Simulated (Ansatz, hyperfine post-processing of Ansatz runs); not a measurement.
# Na2LiMnPCO7: isotropic lines and sites in a paramagnetic 7Li spectrum

Calculated values: DFT, PBEsol+U, plane-wave PAW, default files (PAW set soft_2), collinear spin, scalar-relativistic (Ansatz), contact and point-dipole shifts scaled to 340 K with Θ = 0 K (a pure Curie law); spin-only moments, above the ordering temperature.

```
Mn P Na O C Li
1.0
     5.29361    0.00000    0.00000
     0.00000    6.88263    0.00000
    -0.66145    0.00000    8.82596
Mn P Na O C Li
2 2 4 14 2 2
Direct
  0.79917 0.50000 0.63721
  0.20083 0.00000 0.36280
  0.27927 0.50000 0.41160
  0.72072 0.00000 0.58840
  0.70635 0.75532 0.24923
  0.70635 0.24468 0.24923
  0.29365 0.25532 0.75077
  0.29365 0.74468 0.75077
  0.18641 0.67914 0.31530
  0.18641 0.32086 0.31530
  0.81357 0.17914 0.68470
  0.81357 0.82086 0.68470
  0.57437 0.50000 0.43148
  0.42562 0.00000 0.56851
  0.82478 0.00000 0.42934
  0.17521 0.50000 0.57066
  0.41226 0.00000 0.16228
  0.58775 0.50000 0.83772
  0.99511 0.00000 0.09774
  0.00490 0.50000 0.90226
  0.73419 0.50000 0.08332
  0.26581 0.00000 0.91668
  0.22673 0.00000 0.05870
  0.77328 0.50000 0.94130
  0.11029 0.50000 0.13021
  0.88971 0.00000 0.86979
```

7Li MAS at 9.4 T (155.6 MHz), 30 kHz, 340 K; contact and dipolar shift alone, no orbital or quadrupolar part; lines under 1.5 % of the strongest are left out. NMR lines, with heights relative to the strongest:

```
position (ppm)  intensity
        -781.7        1.8
        -588.8        7.2
        -396.0         22
        -203.1         46
         -10.3         42
         182.6         57
         375.5        100
         568.3         44
         761.2         13
         954.0        2.8
```

Q: Find the isotropic shifts among the lines and assign them to the Li sites.

Sidebands are spaced by 193 ppm (the spinning rate over the resonance of 155.6 MHz). An isotropic line need not be the tallest: it is the area-weighted centre of its own family of sidebands, and the one that stays put when the rate is changed. Isotropic shifts: 183 ppm for atom 25 and the 1 atom equivalent to it (3 Mn through links of 137° (2) and 170° (1)), reduced anisotropy -726 ppm.

[Logs are printed without paths, hosts, clocks, repeated set-up lines and the standing remarks that a program may print on its own settings, such as how far it seeks lower states.]

[Hosts, paths, dates, database ids (printed as entryN), source tags and the programs' standing remarks are cut or masked in the printed files.]
